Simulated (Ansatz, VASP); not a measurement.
One calculation of MgSe3, two programs

INCAR

```
  PREC = Accurate
  ENCUT = 600
  EDIFF = 1E-7
  ISMEAR = 0
  SIGMA = 0.1
  LREAL = F
  LASPH = T
  NELM = 100
  ALGO = Normal
  ISIF = 3
  LWAVE = F
  LCHARG = F
  GGA = PE
  IBRION = 2
  NSW = 90
  EDIFFG = -0.04
```

The input KPOINTS:

```
Automatic mesh
0
Gamma
  6 6 6
```

Contents of POSCAR:

```
MgSe3
1.0
    5.6298243516      0.0000000000      0.0000000000
   -2.8149121758      4.8755709073      0.0000000000
    0.0000000000      0.0000000000      3.2402739963
Mg Se
1 3
Direct
    0.0000000000      0.0000000000      0.0000000000
    0.5000000000      0.0000000000      0.5000000000
    0.0000000000      0.5000000000      0.5000000000
    0.5000000000      0.5000000000      0.5000000000
```

Input for Ansatz:

```yaml
crystal:
  lattice:
    - [5.6298243516, 0.0, 0.0]
    - [-2.8149121758, 4.8755709073, 0.0]
    - [0.0, 0.0, 3.2402739963]
  atoms:
    - { symbol: Mg, position: [0.0, 0.0, 0.0] }
    - { symbol: Se, position: [0.5, 0.0, 0.5] }
    - { symbol: Se, position: [0.0, 0.5, 0.5] }
    - { symbol: Se, position: [0.5, 0.5, 0.5] }
basis:
  ecutwfc: 420
kpoints:
  mp_grid: { grid: [6, 6, 6] }
hamiltonian:
  xc: pbe
scf:
  occupations: { method: gaussian, width: 0.1 }
  lower_state_search: "off"
output:
  forces: true
  stress: true
  eigenvalues: true
relax:
  adjacent_minimum: "off"
  f_tol: 0.04
  max_steps: 70
  cell: { stress_tol: 0.4 }
```

Alike in both runs: task relaxation of cell and atoms; functional PBE; k mesh 6 × 6 × 6; occupations gaussian, width 0.1 eV; no spin polarisation.

|  | VASP | Ansatz |
| --- | --- | --- |
| version | VASP 6.6.1 | Ansatz 0.2.0 |
| potentials or method | VASP PAW PBE potentials, release 64 (Mg, Se) | scalar-relativistic, plane waves, PAW |
| plane-wave cutoff (eV) | 600 | 420 |
| valence electrons in the cell | 20 | 58 |

```tsv
	VASP	Ansatz	Ansatz less VASP
gap on the k mesh at the Fermi level, each at its own relaxed structure (eV)	none	none	-
relaxed volume (Å³/atom)	23.49	23.44	-0.050
relaxed cell length with the largest relative difference (Å)	3.590	3.570	-0.0204
energy change over the relaxation (meV/atom)	-31	-31	-0.4
```

A gap of «none» marks a metal or a gap that the smearing closes. The two sets of potentials don't hold the same shells in valence.
